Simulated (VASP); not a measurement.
All values below come from LDA (Ceperley-Alder, Perdew-Zunger), VASP's LDA PAW potentials (set 64) (plane waves; VASP 6.6.1).

VASP input:

**KPOINTS**
```
kpoints
0
gamma
 8 8 8
0 0 0
```

### POSCAR
```
ZnTe
1
    0.0000000000     3.0314832111     3.0314832111
    3.0314832111     0.0000000000     3.0314832111
    3.0314832111     3.0314832111     0.0000000000
Zn Te
1 1
Direct
  0.0000000000   0.0000000000   0.0000000000
  0.2500000000   0.2500000000   0.2500000000
```

INCAR:
```
# general
SYSTEM   =  ZnTe
PREC     =  Accurate
ENCUT    =  520   # plane-wave cut-off (eV)
LREAL    =  .FALSE.
LASPH    =  .TRUE.

# electronic loop
EDIFF    =  1E-7   # SCF stop (eV)
NELM     =  100   # most electronic steps
ALGO     =  Normal
LMAXMIX  =  4   # l cut-off of mixed one-centre charges

# smearing
ISMEAR   =  0
SIGMA    =  0.05

# ions
ISIF     =  2   # forces and stress, cell fixed

# output
LWAVE    =  .FALSE.
LCHARG   =  .FALSE.
```

POTCAR, in this order: Zn Te (LDA.64 set). Program: vasp_std.

What VASP printed:

File OUTCAR:
```
 ion  position               nearest neighbor table
   1  0.000  0.000  0.000-   2 2.63   2 2.63   2 2.63   2 2.63
   2  0.250  0.250  0.250-   1 2.63   1 2.63   1 2.63   1 2.63
  LATTYP: Found a face centered cubic cell.
 ALAT       =     6.0629664222
 Subroutine PRICEL returns:
 Original cell was already a primitive cell.
 Subroutine GETGRP returns: Found 24 space group operations
The static configuration has the point symmetry T_d .
The dynamic configuration has the point symmetry T_d .
 Subroutine INISYM returns: Found 24 space group operations
 Subroutine IBZKPT returns following result:
 Found     29 irreducible k-points:

 Following reciprocal coordinates:
            Coordinates               Weight
  0.000000  0.000000  0.000000      1.000000
  0.125000  0.000000  0.000000      8.000000
  0.250000  0.000000  0.000000      8.000000
  0.375000  0.000000  0.000000      8.000000
  0.500000  0.000000  0.000000      4.000000
  0.125000  0.125000  0.000000      6.000000
  0.250000  0.125000  0.000000     24.000000
  0.375000  0.125000  0.000000     24.000000
  0.500000  0.125000  0.000000     24.000000
 -0.375000  0.125000  0.000000     24.000000
 -0.250000  0.125000  0.000000     24.000000
 -0.125000  0.125000  0.000000     12.000000
  0.250000  0.250000  0.000000      6.000000
  0.375000  0.250000  0.000000     24.000000
  0.500000  0.250000  0.000000     24.000000
 -0.375000  0.250000  0.000000     24.000000
 -0.250000  0.250000  0.000000     12.000000
  0.375000  0.375000  0.000000      6.000000
  0.500000  0.375000  0.000000     24.000000
 -0.375000  0.375000  0.000000     12.000000
  0.500000  0.500000  0.000000      3.000000
  0.375000  0.250000  0.125000     24.000000
  0.500000  0.250000  0.125000     48.000000
 -0.375000  0.250000  0.125000     24.000000
  0.500000  0.375000  0.125000     24.000000
 -0.375000  0.375000  0.125000     48.000000
 -0.250000  0.375000  0.125000     24.000000
 -0.375000  0.500000  0.125000     12.000000
 -0.250000  0.500000  0.250000      6.000000
   k-points           NKPTS =     29   k-points in BZ     NKDIM =     29   number of bands    NBANDS=     13
   number of dos      NEDOS =    301   number of ions     NIONS =      2
   total plane-waves  NPLWV =  32768
   dimension x,y,z NGX =    32 NGY =   32 NGZ =   32
   dimension x,y,z NGXF=    64 NGYF=   64 NGZF=   64
   ions per type =               1   1
   PREC   = accura    normal or accurate (medium, high low for compatibility)
   ISTART =      0    job   : 0-new  1-cont  2-samecut
   ICHARG =      2    charge: 1-file 2-atom 10-const
   ISPIN  =      1    spin polarized calculation?
   LNONCOLLINEAR =      F non collinear calculations
   LSORBIT =      F    spin-orbit coupling
   INIWAV =      1    electr: 0-lowe 1-rand  2-diag
   ENCUT  =  520.0 eV  38.22 Ry    6.18 a.u.   7.97  7.97  7.97*2*pi/ulx,y,z
   NELM   =    100;   NELMIN=  2; NELMDL= -5     # of ELM steps
   EDIFF  = 0.1E-06   stopping-criterion for ELM
   LREAL  =      F    real-space projection
   NLSPLINE    = F    spline interpolate recip. space projectors
   LMAXMIX     =    4 max onsite mixed and CHGCAR
   VOSKOWN=      0    Vosko Wilk Nusair interpolation
   EDIFFG = 0.1E-05   stopping-criterion for IOM
   NSW    =      0    number of steps for IOM
   NBLOCK =      1;   KBLOCK =      1    inner block; outer block
   IBRION =     -1    ionic relax: 0-MD 1-quasi-New 2-CG
   NFREE  =      0    steps in history (QN), initial steepest desc. (CG)
   ISIF   =      2    stress and relaxation
   ISYM   =      2    0-nonsym 1-usesym 2-fastsym
   TEIN   =    0.0    initial temperature
   TEBEG  =    0.0;   TEEND  =   0.0 temperature during run
   SMASS  =  -3.00    Nose mass-parameter (am)
...
```

### OSZICAR
```
       N       E                     dE             d eps       ncg     rms          rms(c)
DAV:   1     0.794647301241E+02    0.79465E+02   -0.85374E+03   754   0.143E+03
DAV:   2    -0.175990664456E+01   -0.81225E+02   -0.78153E+02   804   0.262E+02
DAV:   3    -0.659892628399E+01   -0.48390E+01   -0.48100E+01   954   0.627E+01
DAV:   4    -0.667163624519E+01   -0.72710E-01   -0.72689E-01   930   0.767E+00
DAV:   5    -0.667285034291E+01   -0.12141E-02   -0.12141E-02   932   0.797E-01    0.505E+00
DAV:   6    -0.649076207806E+01    0.18209E+00   -0.63573E-01   922   0.240E+01    0.390E+00
DAV:   7    -0.647242756233E+01    0.18335E-01   -0.11919E-01   854   0.430E+00    0.153E+00
DAV:   8    -0.646858599843E+01    0.38416E-02   -0.41843E-03  1128   0.732E-01    0.329E-01
DAV:   9    -0.646823966186E+01    0.34634E-03   -0.76848E-04   909   0.362E-01    0.107E-01
DAV:  10    -0.646823964376E+01    0.18097E-07   -0.11583E-04   857   0.125E-01    0.459E-02
DAV:  11    -0.646824368450E+01   -0.40407E-05   -0.90818E-06   853   0.266E-02    0.761E-03
DAV:  12    -0.646824353087E+01    0.15363E-06   -0.43578E-07   896   0.520E-03    0.708E-03
DAV:  13    -0.646824347467E+01    0.56195E-07   -0.34870E-07   856   0.741E-03
   1 F= -.64682435E+01 E0= -.64682435E+01  d E =-.289085E-15
```

File OUTCAR:
```
------------------------ aborting loop because EDIFF is reached ----------------------------------------
  FORCE on cell =-STRESS in cart. coord.  units (eV):
  Direction    XX          YY          ZZ          XY          YZ          ZX
  --------------------------------------------------------------------------------------
  Total       -0.5355785     -0.5355785     -0.5355785      0.0000000      0.0000000      0.0000000
  in kB      -15.4006218    -15.4006218    -15.4006218      0.0000000      0.0000000      0.0000000
  external PRESSURE =     -15.4006218 kB  Pullay stress =       0.0000000 kB
  volume of cell :       55.72
      direct lattice vectors                 reciprocal lattice vectors
     0.000000000  3.031483211  3.031483211    -0.164935764  0.164935764  0.164935764
     3.031483211  0.000000000  3.031483211     0.164935764 -0.164935764  0.164935764
     3.031483211  3.031483211  0.000000000     0.164935764  0.164935764 -0.164935764
 POSITION                                       TOTAL-FORCE (eV/Angst)
 -----------------------------------------------------------------------------------
      0.00000      0.00000      0.00000         0.000000      0.000000      0.000000
      1.51574      1.51574      1.51574        -0.000000     -0.000000     -0.000000
 -----------------------------------------------------------------------------------
    total drift:                                0.000001      0.000001      0.000001
  FREE ENERGIE OF THE ION-ELECTRON SYSTEM (eV)
  ---------------------------------------------------
  free  energy   TOTEN  =        -6.4682434747 eV

  energy  without entropy=       -6.4682434747  energy(sigma->0) =       -6.46824347
```
(Selected blocks of OUTCAR.)

### OUTCAR
```
 val. band max:        3.2120992350   @ k =   0.0000   0.0000   0.0000

 cond. band min:       4.3641267485   @ k =   0.0000   0.0000   0.0000


 Fermi energy:         3.4722530096

 k-point     1 :       0.0000    0.0000    0.0000
  band No.  band energies     occupation
      1      -8.7431      2.00000
      2      -3.8905      2.00000
      3      -3.8905      2.00000
      4      -3.8905      2.00000
      5      -3.6534      2.00000
      6      -3.6534      2.00000
      7       3.2121      2.00000
      8       3.2121      2.00000
      9       3.2121      2.00000
     10       4.3641      0.00000
     11       7.5244      0.00000
     12       7.5244      0.00000
     13       7.5244      0.00000

 k-point     2 :       0.1250    0.0000    0.0000
  band No.  band energies     occupation
      1      -8.6332      2.00000
      2      -3.8805      2.00000
      3      -3.8805      2.00000
      4      -3.8804      2.00000
      5      -3.6547      2.00000
      6      -3.6547      2.00000
      7       1.7965      2.00000
      8       3.0376      2.00000
      9       3.0376      2.00000
     10       5.2068      0.00000
     11       7.6914      0.00000
     12       7.7877      0.00000
     13       7.7877      0.00000

 k-point     3 :       0.2500    0.0000    0.0000
  band No.  band energies     occupation
      1      -8.3420      2.00000
      2      -3.8583      2.00000
      3      -3.8583      2.00000
      4      -3.8259      2.00000
      5      -3.6552      2.00000
      6      -3.6552      2.00000
      7       0.0009      2.00000
      8       2.6839      2.00000
      9       2.6839      2.00000
     10       5.2389      0.00000
     11       8.1848      0.00000
     12       8.1848      0.00000
     13       9.0312      0.00000

 k-point     4 :       0.3750    0.0000    0.0000
  band No.  band energies     occupation
      1      -8.0027      2.00000
      2      -3.8402      2.00000
      3      -3.8402      2.00000
...
```

Unless said otherwise, spin-orbit coupling is left out, though it shifts the bands of the heavy elements here.

The compound is ZnTe in the zinc blende structure. This cell is one point of a volume scan, at 1.03 of the reference volume.
